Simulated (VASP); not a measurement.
A run of VASP 6.6.1 is set up as follows.

The input INCAR:

```
SYSTEM = Zn
PREC = Accurate
ENCUT = 600
EDIFF = 1E-7
ISMEAR = 1
SIGMA = 0.1
LREAL = .False.
LASPH = .True.
NELM = 80
ALGO = Normal
ISIF = 4
LWAVE = .False.
LCHARG = .False.
GGA = PS
IBRION = 2
NSW = 40
EDIFFG = -0.01
```

The input KPOINTS:

```
Automatic mesh
0
Gamma
  18 18 8
  0 0 0
```

Contents of POSCAR:

```
Zn                                      
1.0
    2.5999646907      0.0000000000      0.0000000000
   -1.2999823453      2.2516354711      0.0000000000
    0.0000000000      0.0000000000      4.8762965976
  Zn            
     2
Direct
     0.3333333332999970    0.6666666667000030    0.2500000000000000
     0.6666666667000030    0.3333333332999970    0.7500000000000000
```

Potentials or basis: VASP PAW PBE potentials, release 64 (Zn).

Run with:

```bash
$ cat potpaw_PBE.64/Zn/POTCAR > POTCAR
$ mpirun -np 1 vasp_std > vasp.out
```

(1) What does it give for the band gap on the k mesh?

Results:

(1) none (metal or under the smearing width).

Caveat: the relaxation stopped at its first step, so nothing moved.
